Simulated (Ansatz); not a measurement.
# MgS: the cost of one run

Computed with Ansatz 0.2.0 (DFT PBE, scalar-relativistic, plane waves, PAW, unless a step's input says otherwise).

3 further runs of the same task are left out: 1 that didn't finish, 2 set aside as unsound or not needed.

## Step 1: The system as given

The structure is hexagonal, space group P6/mmm (No. 191). The conventional cell has a = 6.586 Å, b = 6.586 Å, c = 4.457 Å, α = 90.00°, β = 90.00°, γ = 120.00°. Mg (site symmetry 6/mmm) is surrounded by 2 S at 2.23 Å. S (site symmetry 6/mmm) has 2 Mg at 2.23 Å as nearest neighbours.

Coordinates:

```
Mg S
1.0
     6.58606    0.00000    0.00000
    -3.29303    5.70369    0.00000
     0.00000    0.00000    4.45690
Mg S
1 1
Cartesian
  0.0000 0.0000 0.0000
  0.0000 0.0000 2.2284
```

The cell was relaxed beforehand at this level, from a generated guess; it needn't be the stable form of this composition. At a tolerance of 0.02 Å it has space group P6/mmm (No. 191); it has 83.71 Å³/atom, an uncorrected energy of -0.39 eV/atom over the elements.

## Step 2: Electronic structure at the relaxed geometry

input.yaml

```yaml
crystal:
  lattice:
    - [6.5860555203, 0.0, 0.0]
    - [-3.2930277602, 5.7036913913, 0.0]
    - [0.0, 0.0, 4.456897893]
  atoms:
    - { symbol: Mg, position: [0.0, 0.0, 0.0] }
    - { symbol: S, position: [0.0, 0.0, 0.5] }
basis:
  ecutwfc: 420
kpoints:
  mp_grid: { grid: [6, 6, 6] }
  band_path:
    path:
      - [[0.0, 0.0, 0.0], [0.5, 0.0, 0.0], [0.33333333, 0.33333333, 0.0], [0.0, 0.0, 0.0], [0.0, 0.0, 0.5], [0.5, 0.0, 0.5], [0.33333333, 0.33333333, 0.5], [0.0, 0.0, 0.5]]
      - [[0.5, 0.0, 0.5], [0.5, 0.0, 0.0]]
      - [[0.33333333, 0.33333333, 0.5], [0.33333333, 0.33333333, 0.0]]
    npoints: 14
hamiltonian:
  xc: pbe
scf:
  occupations: { method: gaussian, width: 0.02 }
  n_extra_bands: 6
output:
  forces: true
  stress: true
  eigenvalues: true
  populations: true
  dos: { projected: true, de: 0.02, nscf_kmesh: { grid: [9, 9, 9] } }
  bader: true
  write_density: true
  write_potential: true
  elf: true
  volumetric_format: npy
```

Command:

```sh
> ansatz run input.yaml --threads 1 --pin off --max-ram 2560MiB --backend cpu --events-out ev --progress --plain --runs-dir out
```

**Question.** How long does this run take on 1 thread of Intel Xeon at 2.50GHz (Skylake/Cascade Lake), shared host, and how much memory does it need?

About 59 s, with a peak of 0.47 GiB.
